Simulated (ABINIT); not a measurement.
The system is AlNi3.

```
Ni Al
1.0
     3.52305    0.00000    0.00000
     0.00000    3.52305    0.00000
     0.00000    0.00000    3.52305
Ni Al
3 1
Direct
  0.50000 0.50000 0.00000
  0.50000 0.00000 0.50000
  0.00000 0.50000 0.50000
  0.00000 0.00000 0.00000
```

The cell is a database's computed one.

Base run:

| Quantity | Value |
| --- | --- |
| Program | ABINIT 10.8.3 (patched build) |
| Functional | PBE |
| Potentials or basis | JTH PAW PBE v2.0 |
| Cutoff | 1116 eV |
| k mesh | 5 × 5 × 5 |
| Occupations | fermi-dirac, width 0.05 eV |
| Spin | collinear spin, ferromagnetic start |
| Starting moments | [1.0, 1.0, 1.0, 0.0] μB |

Its results: band gap on the k mesh none (metal or under the smearing width); pressure 7.6 GPa; net moment 0.54 μB per cell; site moments Ni +0.21; Al -0.01 μB.

The run is repeated on the same cell with these changes: k mesh from 5 × 5 × 5 to 8 × 8 × 8. What comes out?

Band gap on the k mesh none (metal or under the smearing width); pressure 7.9 GPa; net moment 0.70 μB per cell; site moments Ni +0.26; Al -0.01 μB.

Caveats: small starting moments can end in a higher magnetic state in this program.

Not every run made on this cell is shown here.
